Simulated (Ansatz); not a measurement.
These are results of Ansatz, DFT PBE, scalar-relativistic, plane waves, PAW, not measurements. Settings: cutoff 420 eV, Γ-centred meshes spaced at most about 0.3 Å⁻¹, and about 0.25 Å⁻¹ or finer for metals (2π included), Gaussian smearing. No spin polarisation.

All energies are static (0 K, no zero-point motion).

Compare these two cells of Be3Se4, each relaxed at this level.

A. Space group Pmn2_1 (No. 31), orthorhombic, a = 7.089 Å, b = 6.764 Å, c = 6.379 Å. Be on a site of symmetry m is surrounded by 2 Se at 2.14–2.15 Å and 2 Se at 2.32 Å; around Be on a site of symmetry 1 lie 2 Se at 2.15–2.17 Å and 2 Se at 2.31–2.34 Å; Se on a site of symmetry m has 3 Be at 2.15–2.17 Å; Se on a site of symmetry 1 is surrounded by 3 Be at 2.31–2.34 Å and 1 Se at 2.46 Å; Se on a second site of symmetry m is surrounded by 3 Be at 2.14–2.15 Å.

B. Space group P6_3/m (No. 176), hexagonal, a = 9.733 Å, c = 3.631 Å. Be is surrounded by 4 Se at 2.18–2.24 Å; Se on a site of symmetry -6 has 3 Be at 2.24 Å; around Se on a site of symmetry m lie 3 Be at 2.18–2.21 Å.

Problem. Which form is favoured at zero pressure, and by what margin per atom?

Solution. A is lower, by 114 meV/atom. A has space group Pmn2_1 (No. 31), 21.8 Å³/atom and a gap of 1.13 eV on its mesh; B has space group P6_3/m (No. 176), 21.3 Å³/atom and no gap. A holds Se–Se pairs (shortest 2.46 Å); in B the shortest Se–Se distance is 3.52 Å. Both come from invented guesses.

Kohn–Sham gaps at this level usually fall short of measured ones. Cells relaxed within their symmetry can be saddle points.
